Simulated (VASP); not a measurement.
A run of VASP 6.6.1 is set up as follows.

The input INCAR:

```
PREC     = Accurate       # precision mode
ENCUT    = 600            # plane-wave cutoff, eV
EDIFF    = 1E-7           # SCF threshold, eV
ISMEAR   = 0              # smearing method
SIGMA    = 0.03           # smearing width, eV
LREAL    = F              # projectors in reciprocal space
LASPH    = T              # aspherical terms in the spheres
NELM     = 80             # most SCF steps
ALGO     = Normal         # electronic algorithm
ISIF     = 3              # what is computed and relaxed
LWAVE    = F              # write WAVECAR
LCHARG   = F              # write CHGCAR
IBRION   = 2              # ionic algorithm
NSW      = 90             # ionic steps
EDIFFG   = -0.005         # ionic threshold
KPAR     = 2
```

Contents of KPOINTS:

```
Automatic mesh
0
Gamma
  12 12 4
```

Contents of POSCAR:

```
BN                                      
1.0
    2.4898779058      0.0000000000      0.0000000000
   -1.2449389529      2.1562975188      0.0000000000
    0.0000000000     -0.0000000000      6.4367047851
  B               N             
     2     2
Direct
     0.3333333332999970    0.6666666667000030    0.2500000000000000
     0.6666666667000030    0.3333333332999970    0.7500000000000000
     0.3333333332999970    0.6666666667000030    0.7500000000000000
     0.6666666667000030    0.3333333332999970    0.2500000000000000
```

Potentials or basis: VASP PAW LDA potentials, release 64 (B, N).

Run with:

```console
$ cat potpaw_LDA.64/B/POTCAR potpaw_LDA.64/N/POTCAR > POTCAR
$ mpirun -np 2 vasp_std > vasp.out
```

(1) Predict the space group after relaxing (to 0.05 Å).

(2) What does it give for the relaxed cell?

(3) What does it give for the band gap on the k mesh?

(4) Predict the relaxed volume.

Results:

(1) P6_3/mmc (No. 194).

(2) a = 2.490 Å, b = 2.490 Å, c = 6.437 Å, α = 90.00°, β = 90.00°, γ = 120.00°.

(3) 4.03 eV, indirect (least direct gap 4.43 eV).

(4) 8.64 Å³/atom.
